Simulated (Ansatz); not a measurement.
# Ru (beta tin type): the cost of one run

Computed with Ansatz 0.2.0 (DFT PBE, with the methods named in each step, unless a step's input says otherwise).

2 further runs of the same task are left out: 1 for a known fault of the program, 1 set aside as unsound or not needed.

### 1 The structure to begin with

It takes space group I4_1/amd (No. 141, tetragonal). The conventional cell has a = 4.736 Å, b = 4.736 Å, c = 2.762 Å, α = 90.00°, β = 90.00°, γ = 90.00°. Ru (site symmetry -4m2) is surrounded by 6 Ru at 2.47 to 2.76 Å.

Coordinates:

```cif
data_structure
_symmetry_space_group_name_H-M 'I4_1/amd:1'
_symmetry_Int_Tables_number 141
_cell_length_a 4.7357
_cell_length_b 4.7357
_cell_length_c 2.7617
_cell_angle_alpha 90.000
_cell_angle_beta 90.000
_cell_angle_gamma 90.000
_cell_volume 61.94
loop_
_atom_site_label
_atom_site_type_symbol
_atom_site_symmetry_multiplicity
_atom_site_Wyckoff_symbol
_atom_site_fract_x
_atom_site_fract_y
_atom_site_fract_z
_atom_site_occupancy
Ru1 Ru 4 b 0.00000 0.00000 0.50000 1
```

The file gives the conventional cell by its symmetry; the runs use the cell typed in the input.

Whether this phase is the stable one at these pressures isn't tested.

Atoms are numbered in the order of the input: Ru1, Ru2.

### 2 The reference volume, LAPW

Input file input.yaml:

```yaml
crystal:
  lattice:
    - [-2.3678413702, 2.3678413702, 1.3808599609]
    - [2.3678413702, -2.3678413702, 1.3808599609]
    - [2.3678413702, 2.3678413702, -1.3808599609]
  atoms:
    - { symbol: Ru, position: [-0.375, -0.125, -0.25] }
    - { symbol: Ru, position: [0.375, 0.125, 0.25] }
kpoints:
  mp_grid: { grid: [17, 17, 17] }
  band_path:
    path:
      - [0.0, 0.0, 0.0]
      - [0.0, 0.0, 0.5]
      - [-0.5, 0.5, 0.5]
      - [0.0, 0.0, 0.0]
      - [0.3350225399, 0.3350225399, -0.3350225399]
      - [-0.3350225399, 0.6649774601, 0.3350225399]
      - [-0.5, 0.5, 0.5]
      - [0.0, 0.0, 0.5]
      - [0.25, 0.25, 0.25]
    npoints: 14
scf:
  occupations: { method: fermi_dirac, width: 0.1 }
hamiltonian:
  xc: pbe
  pseudopotentials: { kind: all_electron, lapw: { basis_error: 0.001 } }
output:
  forces: true
  stress: true
  eigenvalues: true
  populations: true
  dos: { projected: true, de: 0.2, e_range: [-14, 8] }
```

Launch:

```
> ansatz run input.yaml --threads 1 --pin off --max-ram 2048MiB --backend cpu --events-out ev --progress --plain --runs-dir out
```

Q: Estimate wall time and peak memory on 1 thread of Arm Neoverse V1, shared host.

About 3.1 min, with a peak of 1.2 GiB.
